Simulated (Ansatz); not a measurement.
## Si: a jump of Si

All numbers below come from Ansatz 0.2.0, DFT PBE, scalar-relativistic, plane waves, PAW. (420 eV cutoff, 2×2×2 k-mesh, Gaussian smearing of 0.02 eV, no spin polarisation)

Host crystal, relaxed:

```
Si
1.0
     0.00000    2.73505    2.73505
     2.73505    0.00000    2.73505
     2.73505    2.73505    0.00000
Si
2
Direct
  0.75000 0.75000 0.75000
  0.50000 0.50000 0.50000
```

In a supercell of 16 host sites with charge -2, Si trades places with a neighbouring Si vacancy, moving 2.04 Å between the relaxed ends. Climbing-image nudged elastic band at fixed cell with images 0 (start) to 4 (end), the path measured over all atoms, converged to 0.05 eV/Å; the order of the saddle wasn't checked, and the small cell leaves errors of about a tenth of an eV.

Supercell rows in host cell vectors: 0 -2 2; 0 0 2; -2 0 2. Si was set at (0.750, 0.750, 0.750) of the host cell.

At the relaxed start Si has 3 Si at 2.41 Å.

Q: How high is the barrier, and where does the atom pass?

A: 0.49 eV at image 2, where Si has 6 Si at 2.88 Å.

The relaxation kept the symmetry at the defect while a level is partly filled, so a distortion that splits the level (Jahn–Teller) was held off and may lie lower. The cell is also small for a charged defect.

Cost: 1 run of about 2.7 core-minutes, on Intel Xeon Processor @ 2.50GHz (Skylake/Cascade Lake) (shared hosts).